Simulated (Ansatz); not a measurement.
ZrS:

```
CELL_PARAMETERS angstrom
0.00000 2.62500 2.62500
2.62500 0.00000 2.62500
2.62500 2.62500 0.00000
ATOMIC_POSITIONS crystal
Zr 0.00000 0.00000 0.00000
S 0.50000 0.50000 0.50000
```

| Property | Result |
| --- | --- |
| Program | Ansatz 0.2.0 |
| Task | relaxation of cell and atoms |
| Functional | BLYP |
| Dispersion | D3(BJ) |
| Potentials or basis | Ansatz PAW |
| Cutoff | 420 eV (not typed: the program's choice for these potentials) |
| k mesh | 9 × 9 × 9 |
| Occupations | fermi-dirac, width 0.05 eV |
| Spin | no spin polarisation |

At the start: volume 18.09 Å³/atom.

Task: Where does the relaxation end?

Result: It ends after 5 steps and the volume is 17.37 Å³/atom (-3.9 %); space group Fm-3m (No. 225, to 0.05 Å).

Step by step:
| step | energy change (eV) | largest force (eV/Å) | volume (Å³) |
| --- | --- | --- | --- |
| 1 | 0.0000 | 0.0000 | 36.18 |
| 2 | -0.0157 | 0.0000 | 33.94 |
| 3 | -0.0241 | 0.0000 | 34.81 |
| 4 | -0.0241 | 0.0000 | 34.75 |
| 5 | -0.0239 | 0.0000 | 34.75 |

Final structure:
```
CELL_PARAMETERS angstrom
0.00000 2.59005 2.59005
2.59005 0.00000 2.59005
2.59005 2.59005 0.00000
ATOMIC_POSITIONS crystal
Zr 0.00000 0.00000 0.00000
S 0.50000 0.50000 0.50000
```

Caveat: the plane-wave basis is chosen anew once the cell has moved, so the energies of steps on either side of that aren't comparable; pairwise dispersion overbinds metals, which lowers pressure and volume; the PAW data sets come from PBE, with cores solved anew for the run's functional, which leaves a small shift of forces and pressure.
